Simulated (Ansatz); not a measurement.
# Ge (Cmcm) in Ansatz: a series of runs

One crystal, Ge, is run at these levels: HSE06 form with a typed share of exact exchange; tasks: single point.

All numbers are computed with Ansatz 0.2.0; they aren't measurements. Logs are shortened: lines on timing, memory, paths and dates and some standing lists are left out, and cuts for length are marked.

### 1 Starting point

Symmetry: Cmcm, No. 63, orthorhombic system. Conventional cell: a = 2.976 Å, b = 5.189 Å, c = 4.728 Å, α = 90.00°, β = 90.00°, γ = 90.00°. Ge (site symmetry m2m) has 12 Ge at 2.92 to 2.99 Å as nearest neighbours.

This isn't the form of Ge at room conditions, which is diamond.

### 2 Single point, HSE06 form with a typed share of exact exchange

Input file input.yaml:

```yaml
crystal:
  lattice:
    - [1.488052925, -2.59468961, 0.0]
    - [1.488052925, 2.59468961, 0.0]
    - [0.0, 0.0, 4.72759579]
  atoms:
    - { symbol: Ge, position: [0.33344663, 0.66655337, 0.25] }
    - { symbol: Ge, position: [0.66655337, 0.33344663, 0.75] }
hamiltonian:
  xc: { exchange: pbe, correlation: pbe, exx: { coeff: 0.25, omega: 0.1 } }
  pseudopotentials: { kind: paw }
kpoints:
  mp_grid: { grid: [5, 5, 3] }
scf:
  occupations: { method: fermi_dirac, width: 0.05 }
output:
  forces: true
  stress: true
  eigenvalues: true
  write_density: true
  write_potential: true
  elf: true
  volumetric_format: npy
```

Potentials or basis: Ansatz PAW.

Run with:

```sh
> ansatz run input.yaml --threads 2 --pin off --max-ram 5632MiB --backend cpu --events-out ev --progress --plain --runs-dir out
```

The log of the run:

```text
Warning: output.stress: scf.convergence.dr2_threshold = 1e-7 eV (the SCF's general default) is looser than the 2e-10 eV advised for a printed stress (1e-10 eV for each atom of the cell: 2). What an SCF threshold leaves in a stress goes as its square root, and in the free energy as the threshold itself, and one threshold admits the most on a small cell: of the crystals measured, under no hybrid functional and no lock of the moments, on runs that ended without the residual-converged pass, on stresses that held no estimate of that error, the worst erred by over 100 MPa in a component at 1e-7 eV an atom and by under 5 at 1e-10. Set scf.convergence.dr2_threshold to 2e-10 eV or tighter. The threshold is an SCF's pass mark: one that does not reach it within its budget of iterations ends unconverged, or closes short of it on a stop that the run arms, and scf.convergence.dr2_threshold's page says what that costs each kind of run
Warning: output.stress: scf.exx.energy_threshold = 1e-6 eV is looser than the 2e-8 eV advised for a stress under a hybrid functional (1e-8 eV for each atom of the cell: 2). Every SCF of the exchange loop can meet its threshold on dr2 while the loop round them stops early: no threshold on dr2 bounds what that leaves in the stress. Set scf.exx.energy_threshold to 2e-8 eV or tighter. The threshold is the loop's pass mark: a loop that does not reach it within its budget of cycles ends unconverged, and scf.exx.energy_threshold's page has the law
Warning: RAYON_NUM_THREADS=2 ignored (pool sized by the plan → 2); use --threads N
exact exchange: scf.exx.singularity resolves to wigner_seitz, which cuts the screened interaction at the faces of the exchange supercell's Wigner-Seitz cell, so that each pair interacts once, at the shortest of its separations (the periodic images that this leaves out come, for a point-like exchange hole, to about 0.081 eV on a filled level). The cut falls within the interaction's reach, and what an exchange supercell this small leaves in the energy, the band gaps and, where it is computed, the pressure is not bounded here. The exchange supercell (the smallest cell that an SCF of this deck is solved on times the 5×5×3 mesh of the exchange sum) has its nearest image at L = 14.18 Å, 1.42 times the interaction's range 1/ω = 10.00 Å. A denser mesh of the exchange sum (kpoints.mp_grid; where a k-mesh is refused, the cell repeated along its short axes), shrinks what is left. The k-mesh (kpoints.mp_grid) can leave an error of its own, as it does under a semilocal functional: two runs of this structure under PBE, one on that k-mesh and one on a denser one or on the cell repeated (per cell), show about how large it is in the energy; in a metal the hybrid's can be larger than they show. Converge the k-mesh under the hybrid itself. See scf.exx.q_mesh
Engine: ansatz 0.2.0, x86_64-unknown-linux-gnu
Pseudopotentials: kind: paw
Pseudopotential: Ge, paw, valence charge 14, recommended cutoff 420 eV (normal), Ge.paw.azcp
Functional definition: unnamed
  parameter a_1 = 0.25
  parameter omega_1 = 0.1/angstrom
  exchange = pbe_x + (-a_1)*pbe_x_sr(omega_1) + a_1*exact_x_sr(omega_1)
  correlation = pbe_c
Crystal: 2 atoms, lattice volume = 36.507 Å³
Basis set: ecut = 420 eV, 695 PW (Γ), exchange–correlation on 40×40×64 points (8 copies of the dense FFT grid, shifted against one another)
Bands: 18, of which v1, the nominal top of the filled ones, is band 14 counted from 1 (13 counted from 0)
Symmetry: 8 space group operations
Space group: Cmcm (ITA 63), of the structure as read, at distance tolerance 3.3e-5 Å
k-points: 18 of 75
Non-local potential: Ge, projectors of the file, l = 0: 2, l = 1: 2, l = 2: 3, l = 3: 1
PAW form: soft (Blöchl's): semilocal exchange-correlation on the pseudo side does not see the compensation charge
PAW frozen core: Ge, regenerated for the run's functional, and the local potential with it (the file was generated under x = pbe(κ = 0.804, μ = 0.2195149727645171), c = pbe(β = 0.06672455060314922))
PAW one-centre angular grid: Ge, 590 points (default); XC on 64 Gauss nodes
Initial density: superposition of atomic densities (neutral atoms: chi_scale 0, normalization atom), corrected by the library's trained network
Initial wavefunctions: pseudopotential atomic-orbital guess
Functional: x = pbe(κ = 0.804, μ = 0.2195149727645171), c = pbe(β = 0.06672455060314922), warm-up for x = pbe(κ = 0.804, μ = 0.2195149727645171) + 0.25 (exact − pbe) at short range (hse, ω = 0.1 Å⁻¹), c = pbe(β = 0.06672455060314922)
SCF iter   1: F=—  HF=-8589.202390 eV  |F-HF|=—  |Δ(HF+E_count)|=         —  Δρ=1.81e-3  dr2=1.06e-3  ethr=1.77e-3  ⟨swp⟩=5.4  Hψ=1186  notcnv=0
preconditioner: auto → none  [metal: Δε(μ)=0.033 eV  Ē_g=23.199 eV  σ=0.050 eV  W_gap=0.16  n_scr=8 (ndim 8)  ℏωp=32.5 eV  f_vac=0.000  D(μ)=2.20/eV (n_scr^D=22)  sad-step TF]
SCF iter   2: F=—  HF=-8589.202613 eV  |F-HF|=—  |Δ(HF+E_count)|=   2.23e-4  Δρ=1.13e-3  dr2=4.61e-4  ethr=3.80e-6  ⟨swp⟩=3.0  Hψ=771  notcnv=0
iter 3 solved again at ethr=2.97e-8 eV; its pass at ethr=1.65e-6 eV (dr2=8.31e-6 eV) is discarded
SCF iter   3: F=—  HF=-8589.202613 eV  |F-HF|=—  |Δ(HF+E_count)|=   3.02e-7  Δρ=2.16e-4  dr2=9.48e-6  ethr=2.97e-8  ⟨swp⟩=3.0  Hψ=1396  notcnv=0
SCF iter   4: F=—  HF=-8589.202604 eV  |F-HF|=—  |Δ(HF+E_count)|=   9.74e-6  Δρ=5.02e-5  dr2=3.48e-7  ethr=2.97e-8  ⟨swp⟩=3.0  Hψ=832  notcnv=0
SCF iter   5: F=—  HF=-8589.202604 eV  |F-HF|=—  |Δ(HF+E_count)|=   7.89e-7  Δρ=9.25e-6  dr2=1.99e-8  ethr=1.24e-9  ⟨swp⟩=3.0  Hψ=652  notcnv=0
SCF iter   6: F=—  HF=-8589.202604 eV  |F-HF|=—  |Δ(HF+E_count)|=   1.27e-8  Δρ=2.14e-6  dr2=9.46e-10  ethr=7.09e-11  ⟨swp⟩=3.0  Hψ=795  notcnv=0
SCF iter   7: F=-8589.202604 eV  HF=-8589.202604 eV  |F-HF|=0.00e0  |Δ(HF+E_count)|=  2.55e-11  Δρ=2.22e-7  dr2=8.22e-12  ethr=3.38e-12  ⟨swp⟩=3.0  Hψ=752  notcnv=0
SCF 1 converged in 7 iterations: F = -8589.202604 eV  dr2 = 8.22e-12
Initial density: handed on by an earlier stage of this run
[... 79 lines left out ...]
SCF iter  12: F=-8590.644003 eV  HF=-8590.644005 eV  |F-HF|=1.59e-6  |Δ(HF+E_count)|=   2.08e-4  Δρ=8.79e-5  dr2=2.84e-5  ethr=7.46e-11  ⟨swp⟩=5.2  Hψ=1336  notcnv=0  defer=2
SCF iter  13: F=-8590.644065 eV  HF=-8590.644067 eV  |F-HF|=2.06e-6  |Δ(HF+E_count)|=   6.25e-5  Δρ=1.12e-4  dr2=1.87e-5  ethr=7.46e-11  ⟨swp⟩=4.4  Hψ=1233  notcnv=0  defer=1
SCF iter  14: F=-8590.644038 eV  HF=-8590.644052 eV  |F-HF|=1.38e-5  |Δ(HF+E_count)|=   1.59e-5  Δρ=2.06e-4  dr2=4.88e-5  ethr=7.46e-11  ⟨swp⟩=5.2  Hψ=1497  notcnv=0  defer=2  recentre
SCF iter  15: F=-8590.644123 eV  HF=-8590.644123 eV  |F-HF|=4.75e-7  |Δ(HF+E_count)|=   7.19e-5  Δρ=4.26e-5  dr2=1.16e-6  ethr=7.46e-11  ⟨swp⟩=5.2  Hψ=1349  notcnv=0  defer=2
SCF 6 stopped early in 15 iterations: F = -8590.644123 eV  dr2 = 1.16e-6
  Residual-converged pass: ⟨swp⟩=2.0  Hψ=468  notcnv=0  max |occ|·‖R‖ = 6.3e-6 eV (tolerance 6.7e-6 eV)  dr2=1.16e-6  dr2_onsite=7.30e-8  max |Δocc| = 4.5e-13
hybrid outer 1: dexx = +8.881e-3 eV, tail = 2.21e-5 eV
Exchange kernel: α = 0.2500, screened, ω = 0.1000 Å⁻¹, Wigner–Seitz truncation, v(0) = 2892.0549 eV·Å³, q-mesh 5×5×3, nearest image of the exchange supercell L = 14.18 Å, pair-density grid 15×15×20, without the augmentation charges, whose exchange is taken in its separable form by FFT convolution over the k-point mesh (sized by the pseudopotential files, 18×18×32 at the most), smooth part of the exact exchange by density-matrix convolution
Frozen-core exchange: fock
SCF iter   1: F=—  HF=-8590.644135 eV  |F-HF|=—  |Δ(HF+E_count)|=         —  Δρ=1.07e-5  dr2=1.58e-7  ethr=2.55e-7  ⟨swp⟩=2.7  Hψ=661  notcnv=0
preconditioner: auto → none  [insulator: Δε(μ)=0.162 eV  Ē_g=26.717 eV  σ=0.050 eV  W_gap=0.58  n_scr=8 (ndim 8)  ℏωp=32.5 eV  f_vac=0.000  D(μ)=0.81/eV (n_scr^D=2)]
SCF iter   2: F=—  HF=-8590.644136 eV  |F-HF|=—  |Δ(HF+E_count)|=   4.09e-7  Δρ=4.59e-6  dr2=6.56e-8  ethr=1.22e-10  ⟨swp⟩=4.2  Hψ=1048  notcnv=0  defer=1
SCF iter   3: F=—  HF=-8590.644136 eV  |F-HF|=—  |Δ(HF+E_count)|=   1.83e-7  Δρ=3.88e-6  dr2=1.89e-8  ethr=2.49e-11  ⟨swp⟩=3.4  Hψ=806  notcnv=0  defer=2
SCF iter   4: F=—  HF=-8590.644136 eV  |F-HF|=—  |Δ(HF+E_count)|=   3.67e-8  Δρ=1.69e-6  dr2=9.85e-10  ethr=2.20e-11  ⟨swp⟩=4.1  Hψ=898  notcnv=0  defer=2
SCF iter   5: F=-8590.644136 eV  HF=-8590.644136 eV  |F-HF|=3.27e-11  |Δ(HF+E_count)|=  5.42e-10  Δρ=3.00e-7  dr2=3.42e-11  ethr=3.21e-12  ⟨swp⟩=3.1  Hψ=789  notcnv=0  defer=2
SCF 7 converged in 5 iterations: F = -8590.644136 eV  dr2 = 3.42e-11
  Residual-converged pass: ⟨swp⟩=3.0  Hψ=623  notcnv=0  max |occ|·‖R‖ = 2.6e-7 eV (tolerance 2.7e-7 eV)  dr2=3.27e-11  dr2_onsite=2.23e-11  max |Δocc| = 1.6e-13
hybrid outer 2: dexx = +1.483e-6 eV, tail = 6.57e-9 eV, Δε = 3.12e-3 eV (about 2.22e-4 eV left of the loop's levels), ΔF = 9.66e-3 eV/Å (tail 1.10e-3)
exact exchange: an outer loop of this run ended on a state whose frontier levels can be filled otherwise, and a further loop was made from that state with electrons moved between them. It converged no lower than the two loops' stops tell apart, in 20 SCF iterations, so its state is not used
hybrid SCF converged: 2 outer / 20 inner (+7 warm-up), last move |dexx| = 1.07e-6 eV, tail = 3.93e-8 eV
Stability not checked: this state was not tested for a lower state beside it, because the functional holds exact exchange (a hybrid, or Hartree-Fock), whose exchange loop this test does not read (fock_operator; see scf.lower_state_search)
Free energy (F): -8590.644136 eV
Frozen-core exchange: fock
Harris-Foulkes:  -8590.644136 eV  (|F-HF|=6.37e-11)
Internal energy: -8590.637274 eV  (E = F + TS)
E sigma→0 (E₀):  -8590.640705 eV
Entropy (-TS):   -0.006862 eV (-3.431 meV/atom)
Fermi energy:    11.325680 eV
--- Per-component energies (eV) ---
  E_band       = -293.440206
  E_kinetic    = 219.216675
  E_local      = -4203.735798  (includes V_loc(G=0)·N_el)
  E_nonlocal   = 831.389480
  E_hartree    = 1843.721499
  E_xc         = -119.559694
  E_vxc        = -102.357127  (∫ρ·V_xc dr)
  E_exx        = -114.269563  (= α·E_x^exact, valence–valence)
  E_paw        = -3951.263978  (= ΣΔE_a)
  E_vpaw       = -496.858413  (= ΣTr[D̂ρ^β])
  E_aug_tail   = 0.000624  (compensation charges beyond the density's cutoff)
  E_ewald      = -3095.412836
  E_core_change = -0.723683  (= ΣΔE_core)
  E_smearing   = -0.006862  (= −TS)
  E_closure    = -0.000000  (closes the sum)
  Σ components = -8590.644136   (vs F -8590.644136, Δ=0.00e0)
--- Forces (eV/Å), atoms counted from 1 ---
  atom   1  Ge     0.00000000    -0.06667080     0.00000000
  atom   2  Ge     0.00000000     0.06667080     0.00000000
  max |Σ_I F_I| component: 0.00e0 eV/Å
--- Stress (GPa, compression-positive) ---
       -1.196635       0.000000       0.000000
        0.000000      -1.063693       0.000000
        0.000000       0.000000       8.947003
  P = ⅓ Tr σ = 2.2289 GPa (22.289 kbar)
--- Band table (eV; the first three rows and the last of 18) ---
  k-point 0: bands = ["-16.8284", "-16.8242", "-16.8224", "-16.8189", "-16.8154", "-16.8095", "-16.7946", "-16.7892", "-16.7226", "-16.7173", "-3.7590", "2.8372", "4.8724", "19.1375", "19.2626", "21.3374", "21.4602", "22.9232"]
  k-point 1: bands = ["-16.8359", "-16.8319", "-16.8280", "-16.8243", "-16.8181", "-16.8117", "-16.7666", "-16.7616", "-16.7339", "-16.7288", "-2.9415", "-0.4698", "9.9093", "17.3272", "19.7495", "19.8704", "20.9749", "21.0913"]
  k-point 2: bands = ["-16.8515", "-16.8231", "-16.8071", "-16.8040", "-16.7989", "-16.7947", "-16.7883", "-16.7776", "-16.7379", "-16.7165", "-2.7740", "3.7937", "5.9615", "13.0187", "16.6428", "18.0803", "20.5322", "21.3612"]
  k-point 17: bands = ["-16.8661", "-16.8438", "-16.8387", "-16.8105", "-16.7933", "-16.7531", "-16.7412", "-16.7403", "-16.7272", "-16.7180", "0.9557", "3.3193", "6.6040", "9.0483", "14.0601", "15.6950", "17.9097", "18.0451"]
```

It took 18 s on 2 threads of Intel Xeon 6975P-C (Granite Rapids), shared host; peak memory 0.74 GiB.

What came out:

```yaml
Free_energy: -8590.6441 eV
Pressure: 2.2 GPa
Largest_force: 0.067 eV/Å
Band_gap_on_the_k_mesh: none (metal or under the smearing width)
```

Forces on the atoms (eV/Å):
```
Ge   0.000 -0.067  0.000
Ge   0.000  0.067  0.000
```

Stress tensor (GPa, compression positive):
```
-1.20  0.00  0.00
 0.00 -1.06  0.00
 0.00  0.00  8.95
```

Caveat: the k mesh is coarse (spacing up to 0.49 Å⁻¹), so the values aren't converged, least of all with exact exchange; the PAW data sets come from PBE, with cores solved anew for the run's functional, which leaves a small shift of forces and pressure; the thresholds are loose for stress.

### 3 Single point, HSE06 form with a typed share of exact exchange

input.yaml, as its differences from that of step 2:

```diff
@@ -9,3 +9,6 @@
 hamiltonian:
-  xc: { exchange: pbe, correlation: pbe, exx: { coeff: 0.25, omega: 0.1 } }
+  xc:
+    exchange: pbe
+    correlation: pbe
+    exx: { coeff: 0.25, omega: 0.15 }
   pseudopotentials: { kind: paw }
```

Potentials or basis: Ansatz PAW.

Run with:

```sh
> ansatz run input.yaml --threads 2 --pin off --max-ram 5632MiB --backend cpu --events-out ev --progress --plain --runs-dir out
```

It took 6.2 s on 2 threads of Intel Xeon 6975P-C (Granite Rapids), shared host; peak memory 0.72 GiB.

It converged, with:

```yaml
Free_energy: -8590.6505 eV
Pressure: 2.4 GPa
Largest_force: 0.015 eV/Å
Band_gap_on_the_k_mesh: none (metal or under the smearing width)
```

Forces in eV/Å, atoms in the order of the input:
```
Ge   0.000 -0.015  0.000
Ge   0.000  0.015  0.000
```

Stress tensor (GPa, compression positive):
```
-0.71  0.00  0.00
 0.00 -1.10  0.00
 0.00  0.00  9.04
```

Levels at points of the mesh, in eV from the Fermi level:
| k point | band 12 | band 13 | band 14 | band 15 | band 16 | band 17 |
| --- | --- | --- | --- | --- | --- | --- |
| (0.00, 0.00, 0.00) | -8.39 | -6.35 | 7.70 | 7.83 | 9.90 | 10.03 |

Caveat: the k mesh is coarse (spacing up to 0.49 Å⁻¹), so the values aren't converged, least of all with exact exchange; the PAW data sets come from PBE, with cores solved anew for the run's functional, which leaves a small shift of forces and pressure; the thresholds are loose for stress.

### 4 Single point, HSE06 form with a typed share of exact exchange

input.yaml, as its differences from that of step 3:

```diff
@@ -9,6 +9,3 @@
 hamiltonian:
-  xc:
-    exchange: pbe
-    correlation: pbe
-    exx: { coeff: 0.25, omega: 0.15 }
+  xc: { exchange: pbe, correlation: pbe, exx: { coeff: 0.25, omega: 0.2 } }
   pseudopotentials: { kind: paw }
@@ -22,5 +19 @@
   eigenvalues: true
-  write_density: true
-  write_potential: true
-  elf: true
-  volumetric_format: npy
```

Run with:

```sh
> ansatz run input.yaml --threads 2 --pin off --max-ram 5632MiB --backend cpu --events-out ev --progress --plain --runs-dir out
```

Wall time 6.2 s (2 threads of Intel Xeon 6975P-C (Granite Rapids), shared host); peak memory 0.72 GiB.

Results (log left out):

* Free energy: -8590.6617 eV
* Pressure: 2.6 GPa
* Band gap on the k mesh: none (metal or under the smearing width)

Stress tensor (GPa, compression positive):
```
-0.43  0.00  0.00
 0.00 -0.78  0.00
 0.00  0.00  9.13
```

Levels at points of the mesh, in eV from the Fermi level:
```tsv
k point	band 11	band 12	band 13	band 14	band 15	band 16	band 17	band 18
(0.00, 0.00, 0.00)	-14.88	-8.27	-6.23	7.61	7.73	9.81	9.93	11.39
```

Caveat: the k mesh is coarse (spacing up to 0.49 Å⁻¹), so the values aren't converged, least of all with exact exchange; the PAW data sets come from PBE, with cores solved anew for the run's functional, which leaves a small shift of forces and pressure; the thresholds are loose for stress.

### 5 Single point, HSE06 form with a typed share of exact exchange

input.yaml, as its differences from that of step 4:

```diff
@@ -9,3 +9,3 @@
 hamiltonian:
-  xc: { exchange: pbe, correlation: pbe, exx: { coeff: 0.25, omega: 0.2 } }
+  xc: { exchange: pbe, correlation: pbe, exx: { coeff: 0.25, omega: 0.3 } }
   pseudopotentials: { kind: paw }
@@ -19 +19,5 @@
   eigenvalues: true
+  write_density: true
+  write_potential: true
+  elf: true
+  volumetric_format: npy
```

Run with:

```sh
> ansatz run input.yaml --threads 2 --pin off --max-ram 5632MiB --backend cpu --events-out ev --progress --plain --runs-dir out
```

It took 6.2 s on 2 threads of Intel Xeon 6975P-C (Granite Rapids), shared host; peak memory 0.73 GiB.

The run converged. Its results:

```
Free energy            : -8590.6818 eV
Pressure               : 3.1 GPa
Largest force          : 0.009 eV/Å
Band gap on the k mesh : none (metal or under the smearing width)
```

Forces on the atoms (eV/Å):
```
Ge   0.000  0.009  0.000
Ge   0.000 -0.009  0.000
```

Stress tensor (GPa, compression positive):
```
 0.05  0.00  0.00
 0.00 -0.23  0.00
 0.00  0.00  9.35
```

Levels at points of the mesh, in eV from the Fermi level:
| k point | band 11 | band 12 | band 13 | band 14 | band 15 | band 16 | band 17 | band 18 |
| --- | --- | --- | --- | --- | --- | --- | --- | --- |
| (0.00, 0.00, 0.00) | -14.65 | -8.07 | -6.02 | 7.44 | 7.56 | 9.63 | 9.76 | 11.20 |

Caveat: the k mesh is coarse (spacing up to 0.49 Å⁻¹), so the values aren't converged, least of all with exact exchange; the PAW data sets come from PBE, with cores solved anew for the run's functional, which leaves a small shift of forces and pressure; the thresholds are loose for stress.

### 6 Summary

```tsv
screening (1/Å)	gap on the mesh (eV)	pressure (GPa)	largest force (eV/Å)
0.1	none	2.2	0.07
0.15	none	2.4	0.02
0.2	none	2.6	-
0.3	none	3.1	0.01
```

Alike in all rows: task single point; level HSE06 form with a typed share of exact exchange; potentials or basis Ansatz PAW; no spin polarisation; cell as given; k mesh 5 × 5 × 3; cutoff (eV) 420; smearing fermi-dirac 0.05 eV; the mesh is coarse, so values aren't converged.

Caveats: all runs use coarse meshes; the PAW data sets come from PBE, with cores solved anew for the run's functional, which leaves a small shift of forces and pressure; the thresholds are loose for stress.

Total energies depend on the potentials used, so only differences within one code and one set of settings carry meaning.
